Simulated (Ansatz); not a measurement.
Quadrupolar parameters in ZnSe under strain

The cell is an entry of the Crystallography Open Database (COD), relaxed with PBE at fixed cell and then changed (z compressed by 1 %, ions relaxed).

```xyz
2
Lattice="0.0000 2.8338 2.8055 2.8338 0.0000 2.8055 2.8338 2.8338 0.0000" Properties=species:S:1:pos:R:3 pbc="T T T"
Zn    0.0000    0.0000    0.0000
Se    1.4169    1.4169    1.4027
```

Sites (sets of like atoms) are named by element and the number of their first atom in this list.

Method: Kohn–Sham DFT in Ansatz, PBE, plane waves and PAW, scalar-relativistic, 420 eV cutoff, Γ-centred 13×13×13 k-points, Fermi–Dirac smearing 0.02 eV.

Conventions: |V_zz| ≥ |V_yy| ≥ |V_xx|, η = (V_xx − V_yy)/V_zz, C_Q = eQV_zz/h.

⁶⁷Zn: I = 5/2, Q = 122.0 mb. Q values from Pyykkö, Mol. Phys. 116, 1328 (2018).

Question: Which values are expected at the nuclei?

Answer: 

| site | atoms (order as listed) | first shell | V_zz (10²¹ V/m²) | η | C_Q (MHz) |
| --- | --- | --- | --- | --- | --- |
| Zn | 1 | 4 Se at 2.45 Å | 0.18 | 0.00 | 0.531 |
| Se | 2 | 4 Zn at 2.45 Å | -0.42 | 0.00 | – |

An axis of threefold or higher order runs through Zn and Se, so V_zz lies along it and η is zero.

Se has no stable isotope with a ground-state quadrupole moment in the table, so no C_Q is given.

The relaxation (1 step) took 13 s of wall time (13 s of CPU time) and 0.59 GiB at its peak, on 1 thread of Intel Xeon Platinum 8488C (Sapphire Rapids) (x86_64; 16 cores open to the job, memory cap 3.0 GiB, no GPU), a shared host with a load of 0.2 a core.
